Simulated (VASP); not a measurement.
The system is GaN.

```
Ga N
1.0
     3.20519    0.00000    0.00000
    -1.60260    2.77578    0.00000
     0.00000    0.00000    5.13980
Ga N
2 2
Direct
  0.66667 0.33333 0.49929
  0.33333 0.66667 0.99929
  0.66667 0.33333 0.88071
  0.33333 0.66667 0.38071
```

The cell is a database's computed one.

```yaml
Program: VASP 6.6.1
Task: relaxation of cell and atoms
Functional: r2SCAN
Potentials_or_basis: VASP PAW PBE potentials, release 64 (Ga_d, N)
Cutoff: 600 eV
k_mesh: 9 × 9 × 5
Occupations: gaussian, width 0.02 eV
Spin: no spin polarisation
```

At the start: pressure 0.0 GPa; volume 11.43 Å³/atom.

Question: How do energy, volume and symmetry change on relaxing?

Answer: Over 5 steps the energy falls by 2.1 meV/atom; space group P6_3mc (No. 186, to 0.05 Å).

Step by step:
| step | energy change (eV) | largest force (eV/Å) | pressure (GPa) | volume (Å³) |
| --- | --- | --- | --- | --- |
| 1 | 0.0000 | 0.1301 | 0.05 | 45.73 |
| 2 | -0.0070 | 0.0993 | -0.04 | 45.75 |
| 3 | -0.0076 | 0.0872 | -0.07 | 45.75 |
| 4 | -0.0079 | 0.0623 | 0.03 | 45.72 |
| 5 | -0.0082 | 0.0005 | -0.02 | 45.74 |

Final structure:
```yaml
crystal:
  lattice:
    - [3.18907, 0.00000, 0.00000]
    - [-1.59454, 2.76182, 0.00000]
    - [0.00000, 0.00000, 5.19279]
  atoms:
    - { symbol: Ga, position: [0.66667, 0.33333, 0.50160] }
    - { symbol: Ga, position: [0.33333, 0.66667, 0.00160] }
    - { symbol: N, position: [0.66667, 0.33333, 0.87840] }
    - { symbol: N, position: [0.33333, 0.66667, 0.37840] }
```

Caveat: the PAW data sets were made with another functional, which shifts forces and pressure a little.
